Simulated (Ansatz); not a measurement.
# HfB under strain

Theory: Ansatz, DFT PBE, scalar-relativistic, plane waves, PAW. Run with 420 eV cutoff, 12×12×10 k-mesh, Gaussian smearing of 0.10 eV, no spin polarisation.

Starting point, cell and atoms relaxed:

```xyz
4
Lattice="2.4169 2.4169 0.0000 -2.4169 2.4169 0.0000 0.0000 0.0000 4.8338" Properties=species:S:1:pos:R:3 pbc="T T T"
Hf    0.0000    2.4169    0.0000
Hf    0.0000    0.0000    2.4169
B     0.0000    0.0000    0.0000
B     0.0000    2.4169    2.4169
```

Deformation: all cell vectors scaled alike, the atoms relaxed, all within the symmetry that the strain leaves. Energies are extrapolated to zero smearing. Stress is positive in compression, on the Cartesian axes of the cell above. On this cell's mesh the reference holds a stress of up to 0.19 GPa.

Spin–orbit coupling is left out, which can shift energies with elements as heavy as these.

Strains computed: -4.5, -3.0, -1.5, +1.5, +3.0, +4.5 %.

Task: At which strain does the energy stand 120.2 meV/atom over the relaxed crystal with σxx = -17.35, σyy = -17.35, σzz = -17.35 GPa?

Result: +4.5 %.